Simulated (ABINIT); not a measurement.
Crystal: Se.

```
CELL_PARAMETERS angstrom
4.36620 0.00000 0.00000
-2.18310 3.78124 0.00000
0.00000 0.00000 4.95360
ATOMIC_POSITIONS crystal
Se 0.77460 0.77460 0.00000
Se 0.00000 0.22540 0.66667
Se 0.22540 0.00000 0.33333
```

Base run:

- Program: ABINIT 10.8.3 (patched build)
- Functional: PBEsol
- Potentials or basis: PseudoDojo NC SR PBEsol v0.4.1 standard
- Cutoff: 1061 eV
- k mesh: 5 × 5 × 4
- Occupations: fermi-dirac, width 0.05 eV
- Spin: no spin polarisation

Its results: band gap on the k mesh 1.15 eV, indirect (least direct gap 1.30 eV); pressure -0.3 GPa; largest force 0.310 eV/Å.

**Question.** The run is repeated on the same cell with these changes: cutoff from 1061 eV to 1170 eV. What comes out?

**Answer.** Band gap on the k mesh 1.15 eV, indirect (least direct gap 1.30 eV); pressure 0.2 GPa; largest force 0.310 eV/Å.

Caveats: an odd mesh through Γ misses points on the zone boundary, where band edges often lie.
